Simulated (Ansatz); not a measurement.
A (100) slab of HfSi (Pnma (No. 62)), 16 planes, outer planes Hf (top) and Si (bottom), with 16 atoms (Hf8Si8) in a surface cell of A = 19.725 Å², as cut from the bulk:

```yaml
crystal:
  lattice:
    - [3.77516, 0.00000, 0.00000]
    - [0.00000, 5.22504, 0.00000]
    - [0.00000, 0.00000, 27.81464]
  atoms:
    - { symbol: Si, position: [0.25000, 0.86094, 0.26964] }
    - { symbol: Si, position: [0.75000, 0.13906, 0.29079] }
    - { symbol: Hf, position: [0.75000, 0.62613, 0.32355] }
    - { symbol: Hf, position: [0.25000, 0.12613, 0.36026] }
    - { symbol: Si, position: [0.25000, 0.63906, 0.39301] }
    - { symbol: Si, position: [0.75000, 0.36094, 0.41416] }
    - { symbol: Hf, position: [0.75000, 0.87387, 0.44692] }
    - { symbol: Hf, position: [0.25000, 0.37387, 0.48362] }
    - { symbol: Si, position: [0.25000, 0.86094, 0.51638] }
    - { symbol: Si, position: [0.75000, 0.13906, 0.53753] }
    - { symbol: Hf, position: [0.75000, 0.62613, 0.57028] }
    - { symbol: Hf, position: [0.25000, 0.12613, 0.60699] }
    - { symbol: Si, position: [0.25000, 0.63906, 0.63974] }
    - { symbol: Si, position: [0.75000, 0.36094, 0.66090] }
    - { symbol: Hf, position: [0.75000, 0.87387, 0.69365] }
    - { symbol: Hf, position: [0.25000, 0.37387, 0.73036] }
```

These are results of Ansatz 0.2.0, DFT r2SCAN, scalar-relativistic, plane waves, PAW, not measurements. Settings: cutoff 500 eV, Γ-centred mesh 9×7×1 on the computed 16-atom cell, Gaussian smearing of 0.10 eV; no spin polarisation. The cell repeats along c with a dipole correction in the vacuum.

Against the same 16 atoms in the bulk, the slab as cut lies 6.953 eV higher and the relaxed slab 6.706 eV higher.

(1) Work out the surface energy before and after relaxation.

(2) What is the ideal work of this cut, per area?

Results:

(1) The slab has two faces, so γ = (E_slab − N·E_bulk)/(2A), the mean of both. As cut: 6.953/(2 × 19.725) = 0.1762 eV/Å², and 1 eV/Å² = 16.02 J/m², so γ = 2.82 J/m². Relaxed: 6.706/(2 × 19.725) = 0.1700 eV/Å² = 2.72 J/m². Relaxation recovers 4 % of the cost of cutting.

(2) Griffith's ideal work is 2γ: 5.65 J/m² if the new faces stay rigid, 5.45 J/m² if they relax. Other cuts parallel to this plane can cost less. One thickness was run, 16 planes, so γ can still shift with it.